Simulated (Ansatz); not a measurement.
## Zn in Ansatz: the effect of functional

The system is Zn.

```xyz
1
Lattice="-1.5794 1.5794 1.5794 1.5794 -1.5794 1.5794 1.5794 1.5794 -1.5794" Properties=species:S:1:pos:R:3 pbc="T T T"
Zn    0.0000    0.0000    0.0000
```

This isn't the form of Zn at room conditions, which is hcp.

The cell isn't the ideal one: volume scaled by 1.02.

Alike in all runs:

* Program: Ansatz 0.2.0
* Task: single point
* Potentials or basis: Ansatz PAW
* k mesh: 12 × 12 × 12
* Occupations: fermi-dirac, width 0.05 eV
* Spin: no spin polarisation

| functional | cutoff | pressure (GPa) |
| --- | --- | --- |
| LDA | 420 eV (not typed: the program's choice for these potentials) | ? |
| PBEsol | 420 eV (not typed: the program's choice for these potentials) | -6.1 |
| r2SCAN | 500 eV (not typed: the program's choice for these potentials) | -6.1 |

Q: What does the run with functional LDA give?

A: Pressure -9.1 GPa.

Caveats: the PAW data sets come from PBE, with cores solved anew for the run's functional, which leaves a small shift of forces and pressure.
